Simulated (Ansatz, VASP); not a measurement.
# Two plane-wave programs on MgI2

Contents of INCAR:

```
PREC     = Accurate       # precision mode
ENCUT    = 520            # plane-wave cutoff, eV
EDIFF    = 1E-6           # SCF threshold, eV
ISMEAR   = 0              # smearing method
SIGMA    = 0.05           # smearing width, eV
LREAL    = F              # projectors in reciprocal space
LASPH    = T              # aspherical terms in the spheres
NELM     = 60             # most SCF steps
ALGO     = Normal         # electronic algorithm
ISIF     = 2              # what is computed and relaxed
LWAVE    = F              # write WAVECAR
LCHARG   = F              # write CHGCAR
GGA      = PE             # functional
NBANDS   = 15             # bands
```

KPOINTS

```
Automatic mesh
0
Gamma
  6 6 4
```

Contents of POSCAR:

```
MgI2
1.0
    4.3165329393      0.0000000000      0.0000000000
   -2.1582664697      3.7382271817      0.0000000000
    0.0000000000      0.0000000000      8.0147218160
Mg I
1 2
Direct
    0.0000000000      0.0000000000      0.0000000000
    0.3333333333      0.6666666667      0.7897071656
    0.6666666667      0.3333333333      0.2102928344
```

Input for Ansatz:

```yaml
crystal:
  lattice:
    - [4.3165329393, 0.0, 0.0]
    - [-2.1582664697, 3.7382271817, 0.0]
    - [0.0, 0.0, 8.014721816]
  atoms:
    - { symbol: Mg, position: [0.0, 0.0, 0.0] }
    - { symbol: I, position: [0.3333333333, 0.6666666667, 0.7897071656] }
    - { symbol: I, position: [0.6666666667, 0.3333333333, 0.2102928344] }
basis:
  ecutwfc: 520.0
kpoints:
  mp_grid: { grid: [6, 6, 4] }
hamiltonian:
  xc: pbe
scf:
  occupations: { method: gaussian, width: 0.05 }
output:
  forces: true
  stress: true
  eigenvalues: true
```

Alike in both runs: task single point; functional PBE; k mesh 6 × 6 × 4; occupations gaussian, width 0.05 eV; no spin polarisation.

```csv
,VASP,Ansatz
version,VASP 6.6.1,Ansatz 0.2.0
potentials or method,"VASP PAW PBE potentials, release 64 (Mg, I)","scalar-relativistic, plane waves, PAW"
plane-wave cutoff (eV),520,520
valence electrons in the cell,16,44
```

|  | VASP | Ansatz | Ansatz less VASP |
| --- | --- | --- | --- |
| gap on the k mesh at the Fermi level (eV) | 3.52 | 3.54 | +0.016 |
| least direct gap on the mesh (eV) | 3.52 | 3.54 | +0.016 |
| pressure (GPa) | -1.3 | -1.3 | +0.05 |
| largest component of the traceless stress (GPa) | 0.35 | 0.34 | -0.004 |
| rms of the force components (eV/Å) | 0.105 | 0.100 | -0.0045 |

Atom by atom the forces differ by 0.005 eV/Å (rms over components). With one functional, cell and mesh, what is left measures potentials, basis and numerics. The two sets of potentials don't hold the same shells in valence.

Caveats: spin-orbit coupling is left out, which moves the levels of the heavy elements; this functional lacks dispersion, which binds the layers, so the pressure and a relaxed spacing across them are unreliable. A k mesh can miss the band edges.
